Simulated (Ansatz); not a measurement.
**Energies and gaps of 5 cells of KI**

5 cells of KI were relaxed with r2SCAN in Ansatz 0.2.0. Computed values for non-magnetic cells; some structures come from databases, others from prototypes and may be hypothetical.

- h-MgO type: it is hexagonal, P6_3/mmc (No. 194); conventional cell a = 6.039 Å, c = 7.039 Å, 55.58 Å³ an atom. K is surrounded by 5 I at 3.49–3.52 Å; I is surrounded by 5 K at 3.49–3.52 Å.
- zincblende: space group F-43m (No. 216), cubic; a = 7.932 Å in the conventional setting, 62.38 Å³ an atom. K has 4 I at 3.43 Å; I has 4 K at 3.43 Å.
- database P6_3/mmc (4 atoms): it is hexagonal, P6_3/mmc (No. 194); conventional cell a = 4.899 Å, c = 8.591 Å, 44.65 Å³ an atom. K is surrounded by 6 I at 3.55 Å; I is surrounded by 6 K at 3.55 Å.
- database Fm-3m (2 atoms): the symmetry is Fm-3m (No. 225, cubic); conventional cell a = 7.089 Å, 44.53 Å³ an atom. K is surrounded by 6 I at 3.54 Å; I is surrounded by 6 K at 3.54 Å.
- database Pm-3m (2 atoms): it is cubic, Pm-3m (No. 221); conventional cell a = 4.291 Å, 39.51 Å³ an atom. K has 8 I at 3.72 Å; I has 8 K at 3.72 Å.

Energies are counted from the lowest cell, each relaxed with the functional named (k spacing about 0.3 1/Å); gaps are on the r2SCAN cells (d direct, i indirect).
```json
{"structure": "h-MgO type", "space group": "P6_3/mmc", "volume (Å³/atom)": "55.58", "E, r2SCAN (meV/atom)": "67", "E, PBEsol (meV/atom)": "54", "E, PBE (meV/atom)": "40", "gap, PBE (eV)": "3.79 d (Γ)", "gap, r2SCAN (eV)": "4.35 d (Γ)", "gap, HSE06 (eV)": "–", "gap, PBE0 (eV)": "–"}
{"structure": "zincblende", "space group": "F-43m", "volume (Å³/atom)": "62.38", "E, r2SCAN (meV/atom)": "136", "E, PBEsol (meV/atom)": "117", "E, PBE (meV/atom)": "89", "gap, PBE (eV)": "3.93 i (K–Γ (0.60) → Γ)", "gap, r2SCAN (eV)": "4.47 i (K–Γ (0.61) → Γ)", "gap, HSE06 (eV)": "4.88 i (K–Γ (0.61) → Γ)", "gap, PBE0 (eV)": "5.59 i (K–Γ (0.61) → Γ)"}
{"structure": "database P6_3/mmc (4 atoms)", "space group": "P6_3/mmc", "volume (Å³/atom)": "44.65", "E, r2SCAN (meV/atom)": "21", "E, PBEsol (meV/atom)": "19", "E, PBE (meV/atom)": "19", "gap, PBE (eV)": "3.86 d (Γ)", "gap, r2SCAN (eV)": "4.50 d (Γ)", "gap, HSE06 (eV)": "4.85 d (Γ)", "gap, PBE0 (eV)": "5.54 d (Γ)"}
{"structure": "database Fm-3m (2 atoms)", "space group": "Fm-3m", "volume (Å³/atom)": "44.53", "E, r2SCAN (meV/atom)": "0", "E, PBEsol (meV/atom)": "0", "E, PBE (meV/atom)": "0", "gap, PBE (eV)": "3.94 d (Γ)", "gap, r2SCAN (eV)": "4.59 d (Γ)", "gap, HSE06 (eV)": "4.94 d (Γ)", "gap, PBE0 (eV)": "5.63 d (Γ)"}
{"structure": "database Pm-3m (2 atoms)", "space group": "Pm-3m", "volume (Å³/atom)": "39.51", "E, r2SCAN (meV/atom)": "60", "E, PBEsol (meV/atom)": "44", "E, PBE (meV/atom)": "70", "gap, PBE (eV)": "3.33 i (M → Γ)", "gap, r2SCAN (eV)": "4.04 i (M → Γ)", "gap, HSE06 (eV)": "4.31 i (M → Γ)", "gap, PBE0 (eV)": "4.99 i (M → Γ)"}
```

Among these cells the lowest with r2SCAN is database Fm-3m (2 atoms), 21 meV an atom below the next, database P6_3/mmc (4 atoms). Other structures, not computed here, could lie lower. PBEsol, PBE agree on the lowest cell.

Against database Fm-3m (2 atoms) (HSE06 gap 4.94 eV): zincblende -0.06 eV at +40.1 % volume; database P6_3/mmc (4 atoms) -0.09 eV at +0.3 % volume; database Pm-3m (2 atoms) -0.63 eV at -11.3 % volume.

No spin-orbit coupling is included; it can move band edges with weight on the heavy atoms by tenths of an eV.

Where an edge lies off the special points, it is a point of the mesh or the k point where a search put PBE's edge or least direct gap, reused for the other functionals, whose own edges may lie a little apart; PBE's own value is read along its path and can be a few hundredths of an eV high.

The meshes of the hybrids are coarse, so their gaps aren't converged to the digits shown.
